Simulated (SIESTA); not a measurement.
Crystal: GaAs.

```
As Ga
1.0
     0.00000    2.82685    2.82685
     2.82685    0.00000    2.82685
     2.82685    2.82685    0.00000
As Ga
1 1
Cartesian
  4.2403 4.2403 4.2403
  0.0000 0.0000 0.0000
```

Base run:

| Quantity | Value |
| --- | --- |
| Program | SIESTA 5.4.2 |
| Functional | vdW-DF-cx |
| Potentials or basis | PseudoDojo 0.4 standard (PBE files) |
| Basis | DZP (energy shift 0.003 Ry; two zetas on semicore shells) |
| Grid cutoff | 800 Ry |
| Energy shift | 0.003 Ry |
| k mesh | 8 × 8 × 8 |
| Occupations | fermi-dirac, width 0.05 eV |
| Spin | no spin polarisation |

Its results: band gap on the k mesh 0.58 eV, direct; pressure 2.2 GPa.

After a change of settings the same cell gave: band gap on the k mesh 0.66 eV, direct; pressure 4.1 GPa. Which change was it?
A. functional from vdW-DF-cx to AM05; potentials or basis from PseudoDojo 0.4 standard (PBE files) to PseudoDojo 0.4 standard (PBEsol files)
B. functional from vdW-DF-cx to LDA; potentials or basis from PseudoDojo 0.4 standard (PBE files) to PseudoDojo 0.4 standard (LDA files)
C. functional from vdW-DF-cx to PBEsol; potentials or basis from PseudoDojo 0.4 standard (PBE files) to PseudoDojo 0.4 standard (PBEsol files)
D. functional from vdW-DF-cx to PBE

D.

Caveats: the basis of atomic orbitals isn't converged, which shifts pressures, moduli and gaps; the potentials were made for another functional, which shifts forces and pressure (some runs).

Not every run made on this cell is shown here.
